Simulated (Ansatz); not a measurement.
## A vibration from a frozen displacement in SnO

Computed with DFT PBEsol+D3(BJ), scalar-relativistic, plane waves, PAW in Ansatz 0.2.0. Cutoff 420 eV, Γ-centred 12×12×10 k-points, Gaussian smearing of 0.15 eV. No spin polarisation. Energies are free energies at this smearing, counted from the undisturbed cell; pressure is positive in compression.

The undisturbed cell (relaxed at this level):

```yaml
crystal:
  lattice:
    - [3.77039, 0.00000, 0.00000]
    - [0.00000, 3.77039, 0.00000]
    - [0.00000, 0.00000, 4.56337]
  atoms:
    - { symbol: Sn, position: [0.00000, 0.50000, 0.25326] }
    - { symbol: Sn, position: [0.50000, 0.00000, 0.74674] }
    - { symbol: O, position: [0.00000, 0.00000, 0.00000] }
    - { symbol: O, position: [0.50000, 0.50000, 0.00000] }
```

Atom 3 (O) is moved by x along the Cartesian unit vector (-0.707, -0.707, 0.000); the cell and all other atoms stay fixed. The cell's volume is 64.87 Å³; the moved atoms weigh 15.999 u together and the others 253.419 u. Some rows repeat others by symmetry and weren't run.

| x (Å) | ΔE (meV/cell) | total force on the moved atoms along the move (eV/Å) | pressure (GPa) |
| --- | --- | --- | --- |
| -0.4500 | 967.31 | 4.6489 | 7.1157 |
| -0.3938 | 726.33 | 3.9346 | 5.4378 |
| -0.3375 | 523.86 | 3.2656 | 3.9804 |
| -0.2813 | 358.05 | 2.6423 | 2.7505 |
| -0.2250 | 225.89 | 2.0588 | 1.7445 |
| -0.1688 | 125.71 | 1.5115 | 0.9652 |
| -0.1125 | 55.38 | 0.9911 | 0.4089 |
| -0.0563 | 13.80 | 0.4910 | 0.0759 |
| 0.0000 | 0.00 | 0.0000 | -0.0350 |
| 0.0563 | 13.80 | -0.4910 | 0.0759 |
| 0.1125 | 55.38 | -0.9911 | 0.4089 |
| 0.1688 | 125.71 | -1.5115 | 0.9652 |
| 0.2250 | 225.89 | -2.0588 | 1.7445 |
| 0.2813 | 358.05 | -2.6423 | 2.7505 |
| 0.3375 | 523.86 | -3.2656 | 3.9804 |
| 0.3938 | 726.33 | -3.9346 | 5.4378 |
| 0.4500 | 967.31 | -4.6489 | 7.1157 |

What frequency belongs to this motion?

The force constant is k = −dF/dx = 8.721 eV/Å², from the parabola through x = -0.0563, 0 and 0.0563. In every cell the moved atoms swing against the rest, so the mass is μ = m₁m₂/(m₁ + m₂) = 15.049 u, and ν̃ = 521.5 cm⁻¹ × √(|k|/μ) = 397 cm⁻¹. The pattern needn't be a normal mode: ν̃² is then a weighted mean of the squared nonzero frequencies at the zone centre of this cell, so it lies between the lowest and the highest of them.

How far does the harmonic law reach?

At x = -0.450 Å, kx²/2 = 883.04 meV against the computed 967.31 meV (+9.5 %): the well stiffens in this direction at large amplitude.

The pressure changes with x². What does that say about the frequency under compression?

With E = k(V)x²/2, k ∝ V^(−2γ) and x scaling with the cell as V^(1/3), P − P0 = −∂E/∂V = (2γ − 2/3) ΔE/V. At x = 0.1125 Å, V(P − P0) = 64.87 × 0.44390 / 160.2 eV = 179.73 meV and ΔE = 55.38 meV, so γ = 1/3 + V(P − P0)/(2ΔE) = 1.96. This is the Grüneisen parameter of the motion under uniform scaling of the cell: shrinking the cell evenly by 1 % in volume raises the frequency by about 1.96 %.

No gap shows at this level, though a semilocal functional can close a small gap that the real compound has; without a gap these slopes depend on the k mesh and the smearing.

Cost: 9 runs of about 4.1 core-minutes in all, on Intel Xeon 6975P-C (Granite Rapids) (shared hosts).

The oxygen sits in a stable, symmetric well: energy and restoring force rise steadily on both sides. Each O is held by four Sn in a flattened tetrahedron, and this in-plane move pushes it towards two of them while drawing it away from the other two. The twofold axis through the site removes the odd terms in the energy, and the growing short-range repulsion on the compressed side probably causes the stiffening.

Because inversion exchanges the two oxygens, moving only one mixes their in-phase, infrared-active motion with the antiphase, Raman-active one. The 397 cm⁻¹ should therefore not be assigned to a single observed line.

The c axis of 4.56337 Å is clearly shorter than experiment, probably because PBEsol with added dispersion overbinds the layers. That contraction broadens the Sn-derived bands and may help to close the small indirect gap known for SnO. Real hydrostatic compression is taken up mostly between the layers, sparing the Sn–O bonds, so the measured shift of such intralayer vibrations with volume is probably weaker than 1.96 suggests.
